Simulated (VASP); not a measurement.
Runs of VASP 6.6.1 on Ge. It takes space group Fd-3m (No. 227, cubic). Conventional cell: a = 5.658 Å, b = 5.658 Å, c = 5.658 Å, α = 90.00°, β = 90.00°, γ = 90.00°. Ge (site symmetry -43m) is surrounded by 4 Ge at 2.45 Å. 

```tsv
task	level	cell	cutoff (eV)	gap on the mesh (eV)	pressure (GPa)	relaxed volume (Å³/atom)
relaxation of cell and atoms	BLYP	relaxed	600	none	-0.1	25.60
relaxation of cell and atoms	RPBE	relaxed	600	none	0.0	24.56
band structure	RPBE	as given	520	(b)	-	-
band structure	revPBE	as given	520	0.12	(a)	-
relaxation of cell and atoms	revPBE	relaxed	600	none	0.0	24.37
```

Alike in all rows: potentials or basis VASP PAW PBE potentials, release 64 (Ge_d); no spin polarisation; k mesh 8 × 8 × 8; smearing fermi-dirac 0.05 eV.

Estimate the missing entries.

(a) 4.7; (b) 0.15.

Caveats: the PAW data sets were made with another functional, which shifts forces and pressure a little; this crystal is a semiconductor, whose small gap the functional closes, so the metal is an error of the method (some runs); the volume moved by +13 % from the deposited cell, more than functionals usually miss (some runs).

A k mesh can miss the band edges, and the runs leave out spin-orbit coupling on Ge.

A gap of «none» marks a metal or a gap under the smearing width.

Runs at the PBE level aren't shown here.
